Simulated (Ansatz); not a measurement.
# MoP: the cost of one run

Computed with Ansatz 0.2.0 (DFT PBEsol, scalar-relativistic, plane waves, PAW, unless a step's input says otherwise).

1 further run of the same task is left out (set aside as unsound or not needed).

## (1) The starting structure

Symmetry: P-6m2, No. 187, hexagonal system. Conventional cell: a = 3.209 Å, b = 3.209 Å, c = 3.172 Å, α = 90.00°, β = 90.00°, γ = 120.00°. Mo (site symmetry -6m2) is surrounded by 6 P at 2.44 Å. P (site symmetry -6m2) has 6 Mo at 2.44 Å as nearest neighbours.

As a file:

```
CELL_PARAMETERS angstrom
3.20946 0.00000 0.00000
-1.60473 2.77947 0.00000
0.00000 0.00000 3.17155
ATOMIC_POSITIONS crystal
Mo 0.00000 0.00000 0.00000
P 0.33333 0.66667 0.50000
```

This cell was relaxed beforehand with the same method: volume 14.15 Å³/atom, gap on the mesh none (metal).

## (2) The cell under 16 GPa

What is minimised here is the enthalpy; the energy can go up as the cell is squeezed.

Contents of input.yaml:

```yaml
crystal:
  lattice:
    - [3.2094579021, 0.0, 0.0]
    - [-1.6047289511, 2.7794720756, 0.0]
    - [0.0, 0.0, 3.1715487539]
  atoms:
    - { symbol: Mo, position: [0.0, 0.0, 0.0] }
    - { symbol: P, position: [0.3333333333, 0.6666666667, 0.5] }
basis:
  ecutwfc: 420
kpoints:
  mp_grid: { grid: [18, 18, 14] }
hamiltonian:
  xc: pbesol
scf:
  occupations: { method: fermi_dirac, width: 0.15 }
output:
  forces: true
  stress: true
  eigenvalues: true
relax:
  adjacent_minimum: "off"
  f_tol: 0.001
  max_steps: 60
  cell: { stress_tol: 0.02, p_target: 16.0 }
```

On the command line:

```sh
> ansatz run input.yaml --threads 1 --pin off --max-ram 3072MiB --backend cpu --events-out ev --progress --plain --runs-dir out
```

Q: Estimate wall time and peak memory on 1 thread of Intel Xeon Gold 6455B (Sapphire Rapids), shared host.

About 41 s, with a peak of 0.51 GiB.
